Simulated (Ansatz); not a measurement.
# Gd under changes of volume

One of the cells (33.765 Å³/atom); the others are scaled copies at fixed shape and fractional positions:

```
CELL_PARAMETERS angstrom
3.66008 0.00000 0.00000
-1.83004 3.16972 0.00000
0.00000 0.00000 5.82090
ATOMIC_POSITIONS crystal
Gd 0.66667 0.33333 0.75000
Gd 0.33333 0.66667 0.25000
```

```yaml
Program: Ansatz 0.2.0
Functional: LDA
Potentials_or_basis: Ansatz PAW
Cutoff: "420 eV (not typed: the program's choice for these potentials)"
k_mesh: 8 × 8 × 5
Occupations: fermi-dirac, width 0.05 eV
Spin: collinear spin, ferromagnetic start
Starting_moments: "[7.0, 7.0] μB"
```

```tsv
volume (Å³/atom)	energy over the lowest point (meV/atom)	pressure (GPa)	moment (μB per cell)
32.441	0.00	-3.2	14.99
33.103	14.46	-3.7	15.02
33.765	31.06	-4.2	15.05
34.427	?	?	?
35.090	69.95	-5.1	15.10
```

Problem. What does the run at 34.427 Å³/atom give?

Solution. Energy over the lowest point 49.59 meV/atom; pressure -4.7 GPa; moment 15.08 μB per cell.

Worked out: A Birch-Murnaghan fit of order 2 (a polynomial in V^(-2/3)) to the other rows has no minimum within the range. It gives 49.62 meV/atom at 34.427 Å³/atom, against the run's 49.59, and -dE/dV = -4.7 GPa, against -4.7. A straight line through the other rows of the moment, of slope 0.0414 μB per Å³/atom, gives 15.07 μB, against the run's 15.08.

Energies are extrapolated to zero smearing.

Caveats: the PAW data sets come from PBE, with cores solved anew for the run's functional, which leaves a small shift of forces and pressure.
